**PBE bulk moduli of twelve crystals against measurement: volume error, curvature error and fit scatter**

The table holds bulk moduli of five gapped crystals and seven metals from energy-volume fits with ABINIT 10.8.3 and PBE, beside measured values. The program groups the errors by bonding type and evaluates each third-order Birch-Murnaghan curve at the volume of the given cell, an estimate without adjustable parameters. The gapped crystals are all too soft (mean −8.1%); at the given cell ZnS, GaP, Al and C come within 1.5% of measurement, BAs recovers about half of its deficit and BN none. The five nonmagnetic d metals, centred on measurement at their own minima, become too stiff by 10% on average at the given cells, and the test is void for Ni, whose cell is compressed. Refits with one point left out span 13% for Rh and 9% for Cu, and the pressure at the energy minimum reaches −6.8 GPa for BAs.

ABINIT 10.8.3, PBE; fit.

## Script

```python
# Table: bulk moduli of 12 crystals, ABINIT 10.8.3, PBE, energy-volume fit at the computed minimum v0,
# against measured values. Tested: error by bonding class; how much follows from v0 differing from the
# listed cell (same Birch-Murnaghan curve evaluated at that cell, no fitted parameter); fit scatter.
T = {
    'formula': ['ZnS', 'Al', 'GaP', 'Cu', 'BAs', 'Ni', 'Ta', 'Rh', 'W', 'Ir', 'BN', 'C'],
    'sg': ['F-43m', 'Fm-3m', 'F-43m', 'Fm-3m', 'F-43m', 'Fm-3m', 'Im-3m', 'Fm-3m', 'Im-3m', 'Fm-3m', 'F-43m', 'Fd-3m'],
    'vol': [19.73, 16.6, 20.24, 11.81, 13.63, 10.49, 18.01, 13.67, 15.85, 14.06, 5.96, 5.67],  # Å³/atom
    'pot': ['JTH PAW PBE v2.0', 'PseudoDojo NC SR PBE v0.5 standard', 'JTH PAW PBE v2.0', 'JTH PAW PBE v2.0', 'JTH PAW PBE v2.0', 'JTH PAW PBE v2.0', 'JTH PAW PBE v2.0', 'JTH PAW PBE v2.0', 'JTH PAW PBE v2.0', 'JTH PAW PBE v2.0', 'PseudoDojo NC SR PBE v0.4.1 standard', 'JTH PAW PBE v2.0'],
    'cut': [544, 544, 408, 544, 272, 1116, 408, 435, 435, 626, 1143, 707],  # eV
    'k': ['9x9x9', '11x11x11', '8x8x8', '13x13x13', '10x10x10', '13x13x13', '11x11x11', '12x12x12', '12x12x12', '12x12x12', '13x13x13', '13x13x13'],
    'y': [69.9, 79.7, 77.6, 141.4, 128.5, 196.9, 195.3, 250.8, 303.9, 353.7, 371.2, 437.5],  # GPa
    'measured': [76.9, 76.9, 87.5, 139.0, 148.0, 180.0, 194.0, 264.0, 307.0, 339.0, 395.0, 442.0],  # GPa
    'm_range': ['one value', 'one value', 'one value', 'one value', 'one value', 'one value', '194 to 198', 'one value', 'one value', 'one value', '395 to 400', '441.8 to 444.8'],  # GPa
    'm_what': ['B0; experimental value quoted from literature; bulk crystal', 'bulk modulus; literature experiment; bulk crystal', "zero-pressure bulk modulus, 3rd-order Birch-Murnaghan fit with K' fixed at 4.5; single-crystal XRD in diamond anvil cell; bulk crystal", 'from linear fit of volume against pressure, 5 to 33 MPa; synchrotron powder XRD under pressure; powder', 'literature experimental value; not stated; bulk crystal', 'measured bulk modulus of fcc Ni; not stated; bulk crystal', 'experimental value at ambient conditions; not stated; bulk crystal', 'K0 from ultrasound; ultrasound; bulk crystal', 'isotropic polycrystalline bulk modulus K, bounded above by the literature value in the fit; surface Brillouin spectroscopy; bulk crystal', 'B0 at ambient pressure, third-order Birch-Murnaghan; high-pressure powder XRD; powder', 'isothermal B0, Vinet fit; equation-of-state measurement; bulk crystal', 'B0 from ultrasound; ultrasonic measurement; bulk crystal'],
    'source': ['arXiv:0911.5022 (2009)', 'pmc:3831299 (2013)', 'arXiv:1709.06667 (2017)', 'pmc:10161880 (2023)', 'arXiv:1911.11281 (2019)', 'arXiv:cond-mat/0202277 (2002)', 'arXiv:1910.08312 (2019)', 'pmc:11535440 (2024)', 'arXiv:1710.07581 (2017)', 'pmc:6586894 (2019)', 'arXiv:1208.3664 (2012)', 'arXiv:cond-mat/0702656 (2007)'],
    'err': [-9.1, 3.6, -11.3, 1.7, -13.2, 9.4, 0.7, -5.0, -1.0, 4.3, -6.0, -1.0],  # %
}
import re
import numpy as np
from scipy.constants import e
# further outputs of the same runs: v0, B', fit rms (meV/atom), middle volume, energies (eV/atom), pressures (GPa)
X = {
'ZnS': (20.14606, 4.503852, 0.0072, 19.72677, [-1016.24666, -1016.26133, -1016.2713, -1016.27707, -1016.27902, -1016.27761, -1016.27313], [6.4914, 4.505639, 2.706973, 1.090294, -0.36292, -1.656862, -2.824537]),
'Al': (16.46357, 4.478935, 0.0033, 16.60273, [-63.06273, -63.07054, -63.07439, -63.07467, -63.07177, -63.06602, -63.05773], [4.78059, 2.767049, 0.95773, -0.66542, -2.118668, -3.417212, -4.573976]),
'GaP': (20.89254, 4.30403, 0.0168, 20.2404, [-1166.97155, -1166.99107, -1167.00498, -1167.01396, -1167.01849, -1167.0189, -1167.01569], [8.664222, 6.361795, 4.292148, 2.430758, 0.75631, -0.7473, -2.093752]),
'Cu': (11.94844, 5.11924, 0.1995, 11.81041, [-5386.7946, -5386.80958, -5386.81995, -5386.82459, -5386.82496, -5386.82107, -5386.81443], [7.302837, 3.421092, -0.0097271, -3.10801, -5.893145, -8.335094, -10.45907]),
'BAs': (13.91157, 3.912652, 0.0967, 13.62623, [-1588.12631, -1588.14443, -1588.15699, -1588.16382, -1588.16644, -1588.16464, -1588.15871], [5.579685, 2.002283, -1.195455, -4.122297, -6.705026, -9.090368, -11.19604]),
'Ni': (10.94826, 5.000689, 0.0103, 10.49202, [-4649.48111, -4649.51177, -4649.53442, -4649.5499, -4649.55908, -4649.56258, -4649.56101], [26.21722, 19.76166, 13.98273, 8.835021, 4.276006, 0.19845, -3.460883]),
'Ta': (18.25529, 3.847334, 0.0842, 18.01035, [-1604.58975, -1604.62195, -1604.64321, -1604.65383, -1604.65548, -1604.64884, -1604.63426], [15.34782, 10.02806, 5.293958, 0.95037, -2.912242, -6.401041, -9.556333]),
'Rh': (14.04983, 5.359931, 0.2704, 13.67148, [-3031.79442, -3031.83633, -3031.86508, -3031.88257, -3031.89029, -3031.89021, -3031.88081], [28.19346, 19.91851, 12.85583, 6.802996, 1.428758, -3.663819, -8.103534]),
'W': (16.17247, 3.670372, 0.0237, 15.8476, [-1878.36305, -1878.4122, -1878.44575, -1878.46504, -1878.47151, -1878.46602, -1878.44981], [27.91552, 19.6692, 12.17472, 5.331789, -0.88752, -6.548445, -11.66349]),
'Ir': (14.4728, 5.001938, 0.0441, 14.05868, [-2096.45638, -2096.5174, -2096.56036, -2096.58728, -2096.59971, -2096.59936, -2096.58784], [40.31058, 29.36742, 19.70879, 11.05226, 3.216385, -3.528395, -9.575197]),
'BN': (5.947409, 3.683363, 0.0004, 5.959285, [-182.327244, -182.342176, -182.350483, -182.352763, -182.349557, -182.341354, -182.328603], [24.80092, 15.47057, 6.980309, -0.74735, -7.78257, -14.18906, -20.02154]),
'C': (5.687828, 3.715653, 0.0628, 5.671845, [-156.228824, -156.247481, -156.258426, -156.26239, -156.260403, -156.252552, -156.239406], [31.57937, 20.54757, 10.4538, 1.264185, -7.071577, -14.71675, -21.65281])}
F = list(T['formula']); y = np.array(T['y'], float); m = np.array(T['measured'], float)
err = 100*(y/m - 1); s = 0.94 + 0.02*np.arange(7)   # scanned volumes over the middle volume
def bfit(V, E, Vm):   # third-order Birch-Murnaghan: cubic in V^(-2/3)
    p = np.poly1d(np.polyfit((Vm/V)**(2/3) - 1, E - E.mean(), 3))
    r = p.deriv().roots.real; x = r[np.argmin(abs(r))]
    return p.deriv(2)(x)*4/9*(x + 1)**2/(Vm*(x + 1)**-1.5)*e*1e21
Bc = []; Br = []
print("row  error%  v0  v0/cell-1 %  B'  B at cell GPa  shift%  error at cell%")
for i, n in enumerate(F):
    v0, bp, rms, Vm, E, P = X[n]
    f = ((v0/Vm)**(2/3) - 1)/2
    b = y[i]*(1 + 2*f)**2.5*(1 + (3*bp - 5)*f + 13.5*(bp - 4)*f*f); Bc.append(b)
    print(f"{n:4s}{err[i]:7.1f}{v0:7.2f}{100*(v0/Vm-1):7.2f}{bp:6.2f}{b:8.1f}{100*(b/y[i]-1):7.1f}{100*(b/m[i]-1):7.1f}")
ec = 100*(np.array(Bc)/m - 1)
print("row  rms meV  refit B  one point left out: low, high, span%  B from P slope  P(v0)  P(cell) GPa")
for i, n in enumerate(F):
    v0, bp, rms, Vm, E, P = X[n]
    V = Vm*s; E = np.array(E); Br.append(bfit(V, E, Vm))
    L = [bfit(np.delete(V, j), np.delete(E, j), Vm) for j in range(7)]
    q = np.poly1d(np.polyfit(np.log(V/v0), P, 3))
    print(f"{n:4s}{rms:7.3f}{Br[-1]:8.1f}{min(L):8.1f}{max(L):8.1f}{100*(max(L)-min(L))/y[i]:6.1f}{-q.deriv()(0):8.1f}{q(0):7.2f}{P[3]:7.2f}")
G = {'all 12': F, 'gapped (5)': ['ZnS', 'GaP', 'BAs', 'BN', 'C'],
     'metals (7)': ['Al', 'Cu', 'Ni', 'Ta', 'Rh', 'W', 'Ir'],
     'metals without Ni (6)': ['Al', 'Cu', 'Ta', 'Rh', 'W', 'Ir'],
     'd metals without Ni (5)': ['Cu', 'Ta', 'Rh', 'W', 'Ir']}
print("group: mean, mean absolute error %, count too soft | same at the listed cell")
for g, names in G.items():
    k = [F.index(n) for n in names]
    print(f"{g}: {err[k].mean():+.1f}, {abs(err[k]).mean():.1f}, {(err[k]<0).sum()} | {ec[k].mean():+.1f}, {abs(ec[k]).mean():.1f}, {(ec[k]<0).sum()}")
print("share of the deficit removed at the cell: " + ", ".join(
    f"{n} {100*(Bc[F.index(n)]-y[F.index(n)])/(m[F.index(n)]-y[F.index(n)]):.0f}%" for n in ['ZnS', 'GaP', 'BAs', 'BN']))
o = np.argsort(-abs(err))[:4]; print("largest errors at v0: " + ", ".join(f"{F[i]} {err[i]:+.1f}%" for i in o))
o = np.argsort(-abs(ec))[:4]; print("largest errors at cell: " + ", ".join(f"{F[i]} {ec[i]:+.1f}%" for i in o))
for i, r in enumerate(T['m_range']):
    if ' to ' in str(r):
        a, b = map(float, r.split(' to '))
        print(f"{F[i]}: measured range spans {100*(b/a-1):.1f}%, error against its top {100*(y[i]/b-1):+.1f}%")
a, b = map(float, re.search(r'(\d+) to (\d+) MPa', T['m_what'][F.index('Cu')]).groups())
print(f"Cu measurement: volume change over its pressure range {100*(b-a)/1e3/m[F.index('Cu')]:.3f}%")
print(f"rounding: integer measured values up to {50/m[m > 100].min():.2f}%, computed up to {5/y.min():.2f}%")
assert np.all(abs(err - np.array(T['err'], float)) < 0.1)
assert all(err[F.index(n)] < 0 for n in G['gapped (5)'])
assert all(ec[F.index(n)] > 0 for n in G['d metals without Ni (5)'])
assert np.all(abs(np.array(Br)/y - 1) < 0.03)
```

Output:

```
row  error%  v0  v0/cell-1 %  B'  B at cell GPa  shift%  error at cell%
ZnS    -9.1  20.15   2.13  4.50    76.8    9.8   -0.2
Al      3.6  16.46  -0.84  4.48    76.7   -3.7   -0.2
GaP   -11.3  20.89   3.22  4.30    88.8   14.4    1.4
Cu      1.7  11.95   1.17  5.12   150.0    6.1    7.9
BAs   -13.2  13.91   2.09  3.91   139.2    8.4   -5.9
Ni      9.4  10.95   4.35  5.00   242.4   23.1   34.7
Ta      0.7  18.26   1.36  3.85   205.6    5.3    6.0
Rh     -5.0  14.05   2.77  5.36   289.6   15.5    9.7
W      -1.0  16.17   2.05  3.67   327.2    7.7    6.6
Ir      4.3  14.47   2.95  5.00   408.0   15.4   20.4
BN     -6.0   5.95  -0.20  3.68   368.5   -0.7   -6.7
C      -1.0   5.69   0.28  3.72   442.1    1.0    0.0
row  rms meV  refit B  one point left out: low, high, span%  B from P slope  P(v0)  P(cell) GPa
ZnS   0.007    69.9    69.9    70.0   0.2    69.7  -0.45   1.09
Al    0.003    79.7    79.7    79.8   0.2    79.7  -0.01  -0.67
GaP   0.017    77.6    77.3    78.0   0.9    76.6  -0.18   2.43
Cu    0.200   141.4   139.1   152.4   9.4   138.2  -4.78  -3.11
BAs   0.097   128.5   124.0   129.5   4.3   126.0  -6.84  -4.12
Ni    0.010   196.9   195.8   197.2   0.8   197.2  -0.48   8.84
Ta    0.084   195.3   193.0   195.7   1.4   192.8  -1.71   0.95
Rh    0.270   250.8   223.7   256.3  13.0   254.4  -0.58   6.80
W     0.024   304.0   303.5   304.2   0.2   301.8  -1.04   5.33
Ir    0.044   353.7   352.7   357.7   1.4   352.8  -0.05  11.05
BN    0.000   371.2   371.2   371.2   0.0   371.3  -0.01  -0.75
C     0.063   437.5   433.1   438.9   1.3   433.6   0.05   1.26
group: mean, mean absolute error %, count too soft | same at the listed cell
all 12: -2.2, 5.5, 7 | +6.1, 8.3, 4
gapped (5): -8.1, 8.1, 5 | -2.3, 2.9, 3
metals (7): +2.0, 3.7, 2 | +12.1, 12.2, 1
metals without Ni (6): +0.7, 2.7, 2 | +8.4, 8.5, 1
d metals without Ni (5): +0.1, 2.5, 2 | +10.1, 10.1, 0
share of the deficit removed at the cell: ZnS 98%, GaP 113%, BAs 55%, BN -11%
largest errors at v0: BAs -13.2%, GaP -11.3%, Ni +9.4%, ZnS -9.1%
largest errors at cell: Ni +34.7%, Ir +20.4%, Rh +9.7%, Cu +7.9%
Ta: measured range spans 2.1%, error against its top -1.4%
BN: measured range spans 1.3%, error against its top -7.2%
C: measured range spans 0.7%, error against its top -1.6%
Cu measurement: volume change over its pressure range 0.020%
rounding: integer measured values up to 0.36%, computed up to 0.07%
```
